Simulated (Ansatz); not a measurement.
# Silicon, hcp under BLYP: from relaxation to bulk modulus, part 2 of 2

What does BLYP give for silicon in the hcp structure? We relax it, solve it on a dense k-mesh, then scale the cell to 7 volumes from 88 to 112 % of the relaxed one and try a fit of the equation of state. Spin polarisation is left out. The k-meshes are 13×13×7 for the relaxation; 22×22×10 for the dense run; 15×15×7 for the volumes.

Ansatz 0.2.0; DFT, BLYP, plane waves (420 eV) with PAW, scalar-relativistic.

**4. The cell scaled to 88 % of its volume**

This is Si in the hcp structure; at room conditions it is diamond.

Input file input.yaml:

```yaml
crystal:
  lattice:
    - [2.6144065321, 0.0, 0.0]
    - [-1.307203266, 2.2641424726, 0.0]
    - [0.0, 0.0, 4.9258633549]
  atoms:
    - { symbol: Si, position: [0.3333333333, 0.6666666667, 0.25] }
    - { symbol: Si, position: [0.6666666667, 0.3333333333, 0.75] }
hamiltonian:
  xc: blyp
  pseudopotentials:
    kind: paw
    azcp:
      Si: "pseudopotentials/Si.paw.azcp"
basis:
  ecutwfc: 420
  fft_grid_basis: typed
kpoints:
  mp_grid: { grid: [15, 15, 7], shift: [0, 0, 0] }
magnetization:
  spin_polarized: false
scf:
  occupations: { method: fermi_dirac, width: 0.1 }
  lower_state_search: "off"
output:
  stress: true
```

The program printed (excerpt; [...] marks lines left out):

```text
Warning: RAYON_NUM_THREADS=2 ignored (pool sized by the plan → 2); use --threads N
[...]
Pseudopotentials: kind: paw
Pseudopotential: Si, paw, valence charge 4, recommended cutoff 420 eV (normal), <dir>
Functional definition: BLYP
[...]
Crystal: 2 atoms, lattice volume = 29.158 Å³
Basis set: ecut = 420 eV, 575 PW (Γ), exchange–correlation on 36×36×72 points (8 copies of the dense FFT grid, shifted against one another)
Bands: 8, of which v1, the nominal top of the filled ones, is band 4 counted from 1 (3 counted from 0)
Symmetry: 24 space group operations
Space group: P63/mmc (ITA 194), of the structure as read, at distance tolerance 3.1e-5 Å
k-points: 108 of 1575
[...]
SCF iter   1: F=—  HF=-1276.983584 eV  |F-HF|=—  |Δ(HF+E_count)|=         —  Δρ=7.96e-3  dr2=2.02e-2  ethr=1.77e-3  ⟨swp⟩=5.0  Hψ=6863  notcnv=0
[...]
SCF iter   6: F=-1276.978223 eV  HF=-1276.978223 eV  |F-HF|=8.41e-12  |Δ(HF+E_count)|=   1.28e-9  Δρ=3.11e-7  dr2=2.87e-11  ethr=2.30e-11  ⟨swp⟩=1.2  Hψ=2589  notcnv=0
[...]
SCF converged after 6 iterations
Free energy (F): -1276.978223 eV
[...]
E sigma→0 (E₀):  -1276.963569 eV
Entropy (-TS):   -0.029307 eV (-14.653 meV/atom)
Fermi energy:    10.994020 eV
[...]
--- Stress (GPa, compression-positive) ---
       11.145347       0.000000       0.000000
       -0.000000      11.145347       0.000000
        0.000000       0.000000       5.052907
  P = ⅓ Tr σ = 9.1145 GPa (91.145 kbar)
```

It took 0.87 s on 2 threads of Intel Xeon Platinum 8488C (Sapphire Rapids), shared host; peak memory 0.44 GiB.

**5. The cell scaled to 92 % of its volume**

input.yaml: that of step 4 with these lines changed.

```diff
@@ -2,5 +2,5 @@
   lattice:
-    - [2.6144065321, 0.0, 0.0]
-    - [-1.307203266, 2.2641424726, 0.0]
-    - [0.0, 0.0, 4.9258633549]
+    - [2.6534332788, 0.0, 0.0]
+    - [-1.3267166394, 2.2979406267, 0.0]
+    - [0.0, 0.0, 4.9993945442]
   atoms:
```

The program printed (excerpt; [...] marks lines left out):

```text
Warning: RAYON_NUM_THREADS=2 ignored (pool sized by the plan → 2); use --threads N
[...]
Pseudopotentials: kind: paw
Pseudopotential: Si, paw, valence charge 4, recommended cutoff 420 eV (normal), <dir>
Functional definition: BLYP
[...]
Crystal: 2 atoms, lattice volume = 30.483 Å³
Basis set: ecut = 420 eV, 623 PW (Γ), exchange–correlation on 36×36×72 points (8 copies of the dense FFT grid, shifted against one another)
Bands: 8, of which v1, the nominal top of the filled ones, is band 4 counted from 1 (3 counted from 0)
Symmetry: 24 space group operations
Space group: P63/mmc (ITA 194), of the structure as read, at distance tolerance 3.1e-5 Å
k-points: 108 of 1575
[...]
SCF iter   1: F=—  HF=-1277.044399 eV  |F-HF|=—  |Δ(HF+E_count)|=         —  Δρ=8.12e-3  dr2=2.25e-2  ethr=1.77e-3  ⟨swp⟩=5.0  Hψ=6858  notcnv=0
[...]
SCF iter   6: F=-1277.037985 eV  HF=-1277.037985 eV  |F-HF|=2.50e-12  |Δ(HF+E_count)|=   1.01e-9  Δρ=2.79e-7  dr2=2.64e-11  ethr=1.84e-11  ⟨swp⟩=1.1  Hψ=2576  notcnv=0
[...]
SCF converged after 6 iterations
Free energy (F): -1277.037985 eV
[...]
E sigma→0 (E₀):  -1277.023054 eV
Entropy (-TS):   -0.029863 eV (-14.931 meV/atom)
Fermi energy:    10.387525 eV
[...]
--- Stress (GPa, compression-positive) ---
        7.008300      -0.000000       0.000000
        0.000000       7.008300       0.000000
        0.000000       0.000000       2.365656
  P = ⅓ Tr σ = 5.4608 GPa (54.608 kbar)
```

It took 0.97 s on 2 threads of Intel Xeon Platinum 8488C (Sapphire Rapids), shared host; peak memory 0.44 GiB.

**6. The cell scaled to 96 % of its volume**

input.yaml: that of step 5 with these lines changed.

```diff
@@ -2,5 +2,5 @@
   lattice:
-    - [2.6534332788, 0.0, 0.0]
-    - [-1.3267166394, 2.2979406267, 0.0]
-    - [0.0, 0.0, 4.9993945442]
+    - [2.6913445905, 0.0, 0.0]
+    - [-1.3456722953, 2.3307727857, 0.0]
+    - [0.0, 0.0, 5.0708241168]
   atoms:
@@ -26 +26,5 @@
   stress: true
+  write_density: true
+  write_potential: true
+  elf: true
+  volumetric_format: npy
```

The program printed (excerpt; [...] marks lines left out):

```text
Warning: RAYON_NUM_THREADS=2 ignored (pool sized by the plan → 2); use --threads N
[...]
Pseudopotentials: kind: paw
Pseudopotential: Si, paw, valence charge 4, recommended cutoff 420 eV (normal), <dir>
Functional definition: BLYP
[...]
Crystal: 2 atoms, lattice volume = 31.809 Å³
Basis set: ecut = 420 eV, 647 PW (Γ), exchange–correlation on 36×36×72 points (8 copies of the dense FFT grid, shifted against one another)
Bands: 8, of which v1, the nominal top of the filled ones, is band 4 counted from 1 (3 counted from 0)
Symmetry: 24 space group operations
Space group: P63/mmc (ITA 194), of the structure as read, at distance tolerance 3.2e-5 Å
k-points: 108 of 1575
[...]
SCF iter   1: F=—  HF=-1277.077876 eV  |F-HF|=—  |Δ(HF+E_count)|=         —  Δρ=8.21e-3  dr2=2.46e-2  ethr=1.77e-3  ⟨swp⟩=5.1  Hψ=6875  notcnv=0
[...]
SCF iter   6: F=-1277.070475 eV  HF=-1277.070475 eV  |F-HF|=2.73e-12  |Δ(HF+E_count)|=   1.43e-9  Δρ=2.92e-7  dr2=3.20e-11  ethr=2.09e-11  ⟨swp⟩=5.3  Hψ=4484  notcnv=0
[...]
SCF converged after 6 iterations
Free energy (F): -1277.070475 eV
[...]
E sigma→0 (E₀):  -1277.055404 eV
Entropy (-TS):   -0.030142 eV (-15.071 meV/atom)
Fermi energy:    9.829144 eV
[...]
--- Stress (GPa, compression-positive) ---
        3.675049       0.000000       0.000000
        0.000000       3.675049       0.000000
        0.000000       0.000000       0.147253
  P = ⅓ Tr σ = 2.4991 GPa (24.991 kbar)
--- Band table (eV; the first three rows and the last of 108) ---
  k-point 0: bands = ["-3.6779", "0.6641", "3.3179", "16.4652", "18.4663", "19.4136", "19.4136", "20.5547"]
[...]
```

It took 1.6 s on 2 threads of Intel Xeon Platinum 8488C (Sapphire Rapids), shared host; peak memory 0.44 GiB.

**7. The cell scaled to 100 % of its volume**

input.yaml: that of step 6 with these lines changed.

```diff
@@ -2,5 +2,5 @@
   lattice:
-    - [2.6913445905, 0.0, 0.0]
-    - [-1.3456722953, 2.3307727857, 0.0]
-    - [0.0, 0.0, 5.0708241168]
+    - [2.7282169065, 0.0, 0.0]
+    - [-1.3641084533, 2.3627051481, 0.0]
+    - [0.0, 0.0, 5.1402960937]
   atoms:
```

The program printed (excerpt; [...] marks lines left out):

```text
Warning: RAYON_NUM_THREADS=2 ignored (pool sized by the plan → 2); use --threads N
[...]
Pseudopotentials: kind: paw
Pseudopotential: Si, paw, valence charge 4, recommended cutoff 420 eV (normal), <dir>
Functional definition: BLYP
[...]
Crystal: 2 atoms, lattice volume = 33.134 Å³
Basis set: ecut = 420 eV, 659 PW (Γ), exchange–correlation on 40×40×72 points (8 copies of the dense FFT grid, shifted against one another)
Bands: 8, of which v1, the nominal top of the filled ones, is band 4 counted from 1 (3 counted from 0)
Symmetry: 24 space group operations
Space group: P63/mmc (ITA 194), of the structure as read, at distance tolerance 3.2e-5 Å
k-points: 108 of 1575
[...]
SCF iter   1: F=—  HF=-1277.089134 eV  |F-HF|=—  |Δ(HF+E_count)|=         —  Δρ=8.25e-3  dr2=2.64e-2  ethr=1.77e-3  ⟨swp⟩=5.1  Hψ=6867  notcnv=0
[...]
SCF iter   6: F=-1277.080864 eV  HF=-1277.080864 eV  |F-HF|=1.36e-12  |Δ(HF+E_count)|=   1.92e-9  Δρ=3.69e-7  dr2=5.62e-11  ethr=3.36e-11  ⟨swp⟩=5.3  Hψ=4529  notcnv=0
[...]
SCF converged after 6 iterations
Free energy (F): -1277.080864 eV
[...]
E sigma→0 (E₀):  -1277.065693 eV
Entropy (-TS):   -0.030342 eV (-15.171 meV/atom)
Fermi energy:    9.311548 eV
[...]
--- Stress (GPa, compression-positive) ---
        0.966401      -0.000000       0.000000
        0.000000       0.966401      -0.000000
        0.000000      -0.000000      -1.646853
  P = ⅓ Tr σ = 0.0953 GPa (0.953 kbar)
--- Band table (eV; the first three rows and the last of 108) ---
  k-point 0: bands = ["-3.8474", "0.2994", "3.0733", "15.6699", "17.8892", "18.5039", "18.5039", "19.6578"]
[...]
```

It took 1.6 s on 2 threads of Intel Xeon Platinum 8488C (Sapphire Rapids), shared host; peak memory 0.45 GiB.

**8. The cell scaled to 104 % of its volume**

input.yaml: that of step 7 with these lines changed.

```diff
@@ -2,5 +2,5 @@
   lattice:
-    - [2.7282169065, 0.0, 0.0]
-    - [-1.3641084533, 2.3627051481, 0.0]
-    - [0.0, 0.0, 5.1402960937]
+    - [2.7641186145, 0.0, 0.0]
+    - [-1.3820593073, 2.3937969392, 0.0]
+    - [0.0, 0.0, 5.2079393257]
   atoms:
```

The program printed (excerpt; [...] marks lines left out):

```text
Warning: RAYON_NUM_THREADS=2 ignored (pool sized by the plan → 2); use --threads N
[...]
Pseudopotentials: kind: paw
Pseudopotential: Si, paw, valence charge 4, recommended cutoff 420 eV (normal), <dir>
Functional definition: BLYP
[...]
Crystal: 2 atoms, lattice volume = 34.460 Å³
Basis set: ecut = 420 eV, 665 PW (Γ), exchange–correlation on 40×40×72 points (8 copies of the dense FFT grid, shifted against one another)
Bands: 8, of which v1, the nominal top of the filled ones, is band 4 counted from 1 (3 counted from 0)
Symmetry: 24 space group operations
Space group: P63/mmc (ITA 194), of the structure as read, at distance tolerance 3.3e-5 Å
k-points: 108 of 1575
[...]
SCF iter   1: F=—  HF=-1277.082332 eV  |F-HF|=—  |Δ(HF+E_count)|=         —  Δρ=8.23e-3  dr2=2.79e-2  ethr=1.77e-3  ⟨swp⟩=5.1  Hψ=6906  notcnv=0
[...]
SCF iter   6: F=-1277.073288 eV  HF=-1277.073288 eV  |F-HF|=9.09e-12  |Δ(HF+E_count)|=   1.60e-9  Δρ=3.61e-7  dr2=5.47e-11  ethr=3.71e-11  ⟨swp⟩=5.2  Hψ=4519  notcnv=0
[...]
SCF converged after 6 iterations
Free energy (F): -1277.073288 eV
[...]
E sigma→0 (E₀):  -1277.057965 eV
Entropy (-TS):   -0.030646 eV (-15.323 meV/atom)
Fermi energy:    8.829931 eV
[...]
--- Stress (GPa, compression-positive) ---
       -1.260531       0.000000      -0.000000
        0.000000      -1.260531      -0.000000
       -0.000000      -0.000000      -3.061746
  P = ⅓ Tr σ = -1.8609 GPa (-18.609 kbar)
--- Band table (eV; the first three rows and the last of 108) ---
  k-point 0: bands = ["-4.0047", "-0.0400", "2.8464", "14.9306", "17.3505", "17.6552", "17.6552", "18.8014"]
[...]
```

It took 2 s on 2 threads of Intel Xeon Platinum 8488C (Sapphire Rapids), shared host; peak memory 0.44 GiB.

**9. The cell scaled to 108 % of its volume**

input.yaml: that of step 8 with these lines changed.

```diff
@@ -2,5 +2,5 @@
   lattice:
-    - [2.7641186145, 0.0, 0.0]
-    - [-1.3820593073, 2.3937969392, 0.0]
-    - [0.0, 0.0, 5.2079393257]
+    - [2.7991111725, 0.0, 0.0]
+    - [-1.3995555862, 2.4241013834, 0.0]
+    - [0.0, 0.0, 5.2738696074]
   atoms:
```

The program printed (excerpt; [...] marks lines left out):

```text
Warning: RAYON_NUM_THREADS=2 ignored (pool sized by the plan → 2); use --threads N
[...]
Pseudopotentials: kind: paw
Pseudopotential: Si, paw, valence charge 4, recommended cutoff 420 eV (normal), <dir>
Functional definition: BLYP
[...]
Crystal: 2 atoms, lattice volume = 35.785 Å³
Basis set: ecut = 420 eV, 701 PW (Γ), exchange–correlation on 40×40×72 points (8 copies of the dense FFT grid, shifted against one another)
Bands: 8, of which v1, the nominal top of the filled ones, is band 4 counted from 1 (3 counted from 0)
Symmetry: 24 space group operations
Space group: P63/mmc (ITA 194), of the structure as read, at distance tolerance 3.3e-5 Å
k-points: 108 of 1575
[...]
SCF iter   1: F=—  HF=-1277.060806 eV  |F-HF|=—  |Δ(HF+E_count)|=         —  Δρ=8.18e-3  dr2=2.92e-2  ethr=1.77e-3  ⟨swp⟩=5.1  Hψ=6904  notcnv=0
[...]
SCF iter   6: F=-1277.051068 eV  HF=-1277.051068 eV  |F-HF|=5.28e-11  |Δ(HF+E_count)|=   2.94e-9  Δρ=3.99e-7  dr2=5.54e-11  ethr=5.43e-11  ⟨swp⟩=5.3  Hψ=4565  notcnv=0
[...]
SCF converged after 6 iterations
Free energy (F): -1277.051068 eV
[...]
E sigma→0 (E₀):  -1277.035568 eV
Entropy (-TS):   -0.031000 eV (-15.500 meV/atom)
Fermi energy:    8.381057 eV
[...]
--- Stress (GPa, compression-positive) ---
       -3.107615      -0.000000       0.000000
        0.000000      -3.107615       0.000000
        0.000000       0.000000      -4.164747
  P = ⅓ Tr σ = -3.4600 GPa (-34.600 kbar)
--- Band table (eV; the first three rows and the last of 108) ---
  k-point 0: bands = ["-4.1511", "-0.3570", "2.6355", "14.2415", "16.8463", "16.8618", "16.8618", "17.9866"]
[...]
```

It took 1.4 s on 2 threads of Intel Xeon Platinum 8488C (Sapphire Rapids), shared host; peak memory 0.45 GiB.

**10. The cell scaled to 112 % of its volume**

input.yaml: that of step 9 with these lines changed.

```diff
@@ -2,5 +2,5 @@
   lattice:
-    - [2.7991111725, 0.0, 0.0]
-    - [-1.3995555862, 2.4241013834, 0.0]
-    - [0.0, 0.0, 5.2738696074]
+    - [2.8332500391, 0.0, 0.0]
+    - [-1.4166250196, 2.4536665092, 0.0]
+    - [0.0, 0.0, 5.3381914297]
   atoms:
```

The program printed (excerpt; [...] marks lines left out):

```text
Warning: RAYON_NUM_THREADS=2 ignored (pool sized by the plan → 2); use --threads N
[...]
Pseudopotentials: kind: paw
Pseudopotential: Si, paw, valence charge 4, recommended cutoff 420 eV (normal), <dir>
Functional definition: BLYP
[...]
Crystal: 2 atoms, lattice volume = 37.110 Å³
Basis set: ecut = 420 eV, 725 PW (Γ), exchange–correlation on 40×40×72 points (8 copies of the dense FFT grid, shifted against one another)
Bands: 8, of which v1, the nominal top of the filled ones, is band 4 counted from 1 (3 counted from 0)
Symmetry: 24 space group operations
Space group: P63/mmc (ITA 194), of the structure as read, at distance tolerance 3.3e-5 Å
k-points: 108 of 1575
[...]
SCF iter   1: F=—  HF=-1277.027176 eV  |F-HF|=—  |Δ(HF+E_count)|=         —  Δρ=8.10e-3  dr2=3.03e-2  ethr=1.77e-3  ⟨swp⟩=5.1  Hψ=6938  notcnv=0
[...]
SCF iter   6: F=-1277.016819 eV  HF=-1277.016819 eV  |F-HF|=6.37e-11  |Δ(HF+E_count)|=   3.14e-9  Δρ=4.15e-7  dr2=6.28e-11  ethr=5.77e-11  ⟨swp⟩=5.3  Hψ=4599  notcnv=0
[...]
SCF converged after 6 iterations
Free energy (F): -1277.016819 eV
[...]
E sigma→0 (E₀):  -1277.001111 eV
Entropy (-TS):   -0.031415 eV (-15.707 meV/atom)
Fermi energy:    7.962548 eV
[...]
--- Stress (GPa, compression-positive) ---
       -4.644320      -0.000000       0.000000
        0.000000      -4.644320       0.000000
        0.000000       0.000000      -5.048466
  P = ⅓ Tr σ = -4.7790 GPa (-47.790 kbar)
--- Band table (eV; the first three rows and the last of 108) ---
  k-point 0: bands = ["-4.2880", "-0.6540", "2.4388", "13.5975", "16.1192", "16.1192", "16.3728", "17.2139"]
[...]
```

It took 1.3 s on 2 threads of Intel Xeon Platinum 8488C (Sapphire Rapids), shared host; peak memory 0.45 GiB.

**11. The equation of state**

The cell was scaled evenly, with its shape and the fractional positions fixed.

```
V (Å³/atom)  E − E₀ (meV/atom)  P from the stress (GPa)  P from the fit (GPa)
     14.579               51.1                     9.11                  9.07
     15.242               21.3                     5.46                  5.44
     15.904                5.1                     2.50                  2.49
     16.567                0.0                     0.10                  0.08
     17.230                3.9                    -1.86                 -1.88
     17.892               15.1                    -3.46                 -3.49
     18.555               32.3                    -4.78                 -4.80
```

A third-order Birch-Murnaghan fit gives V₀ = 16.592 Å³/atom, B₀ = 54 GPa and B₀′ = 4.1; it misses no point by more than 0.01 meV/atom.

**12. Results**

This closing draws on all 2 parts.

| quantity | value |
| --- | --- |
| space group (spins left aside) | P6_3/mmc (No. 194) |
| conventional cell | a = 2.728 Å, c = 5.140 Å (c/a = 1.884) |
| volume | 16.567 Å³/atom |
| shortest distance | 2.728 Å |
| gap on the mesh | none (levels filled in part) |
| relative to diamond | +936 meV/atom |
| highest ELF outside the cores | 0.76, 0.90 Å from the nearest atom |
| V₀, B₀, B₀′ | 16.592 Å³/atom, 54 GPa, 4.1 |

In words: From the guessed start the volume grew by 10.3 % in 13 steps. It lies 936 meV/atom above the element's reference form at the same level (diamond, from a run of its own). Levels at the Fermi energy are filled in part, as in a metal. The fitted modulus is 54 GPa; letting shape and positions relax at each volume could only lower it. The symmetry was held, so the structure may be unstable against distortions that break it.
